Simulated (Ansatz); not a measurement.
SnO$_{2}$: random displacements

Theory: DFT LDA, scalar-relativistic, plane waves, PAW in Ansatz 0.2.0. The runs took a 420 eV cutoff, a Γ-centred 10×10×10 mesh and Gaussian smearing (0.05 eV). No spin polarisation. Energies are free energies at this smearing, counted from the undisturbed cell; pressure is positive in compression.

Zero of the scan (as given, not relaxed at this level; this form isn't the usual structure):

```
CELL_PARAMETERS angstrom
-2.00007 2.00007 5.12368
2.00007 -2.00007 5.12368
2.00007 2.00007 -5.12368
ATOMIC_POSITIONS crystal
Sn 0.75000 0.25000 0.50000
Sn 0.00000 0.00000 0.00000
O 0.79652 0.79652 0.00000
O 0.95348 0.45348 0.50000
O 0.20348 0.20348 0.00000
O 0.54652 0.04652 0.50000
```

The atoms are displaced (Å, in the unstrained cell):

| atom | ux | uy | uz |
| --- | --- | --- | --- |
| Sn1 | 0.003 | -0.117 | 0.059 |
| Sn2 | -0.085 | 0.130 | -0.072 |
| O3 | 0.157 | 0.068 | -0.106 |
| O4 | -0.253 | 0.184 | 0.113 |
| O5 | 0.058 | -0.257 | -0.156 |
| O6 | 0.120 | -0.008 | 0.162 |

Strain (Voigt, engineering shear): (0.0267, -0.0593, -0.0083, -0.0956, 0.0081, 0.0819).

Problem. What are the energy change, the stress and the forces?

Solution. ΔE = 550.9 meV/atom; stress (xx, yy, zz, yz, xz, xy; compression positive) (8.50, 24.68, 14.28, 18.50, 2.65, -1.91) GPa; gap on the mesh 0.44 eV.
```csv
atom,Fx (eV/Å),Fy,Fz
Sn1,2.14,-0.83,1.16
Sn2,-2.65,-4.06,-0.65
O3,-4.62,-0.44,1.22
O4,5.88,-0.75,-1.47
O5,0.28,5.68,2.94
O6,-1.02,0.40,-3.20
```

Cost: 1 run of about 2.3 core-minutes, on Arm Neoverse V2 (shared hosts).